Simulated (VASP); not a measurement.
# PbTe: kinetic-energy density

PbTe, Fm-3m (no. 225), 2 atoms in the cell. PBE; PAW potentials Pb_d, Te (PBE set).

## Input

INCAR:
```
SYSTEM = TePb
PREC = Accurate
ENCUT = 520
EDIFF = 1E-7
ISMEAR = 0
SIGMA = 0.02
LREAL = .FALSE.
LASPH = .TRUE.
ALGO = Normal
NELM = 100
ISIF = 2
LWAVE = .FALSE.
LCHARG = .TRUE.
LTAU = .TRUE.
```

KPOINTS:
```
k-points
0
Gamma
  6 6 6
```

POSCAR:
```
TePb
1.0
    0.0000000000      3.2310000000      3.2310000000
    3.2310000000      0.0000000000      3.2310000000
    3.2310000000      3.2310000000      0.0000000000
Pb Te
1 1
Direct
    0.0000000000      0.0000000000      0.0000000000
    0.5000000000      0.5000000000      0.5000000000
```

Commands:
```
cat potpaw_PBE.64/Pb_d/POTCAR potpaw_PBE.64/Te/POTCAR > POTCAR
mpirun -np 1 vasp_std > vasp.out
```

## Result

- Kinetic energy of the pseudo orbitals (eV): 291.01

VASP 6.6.1 took 35 s on 1 core (Intel Xeon Platinum 8488C (Sapphire Rapids)), a shared host.
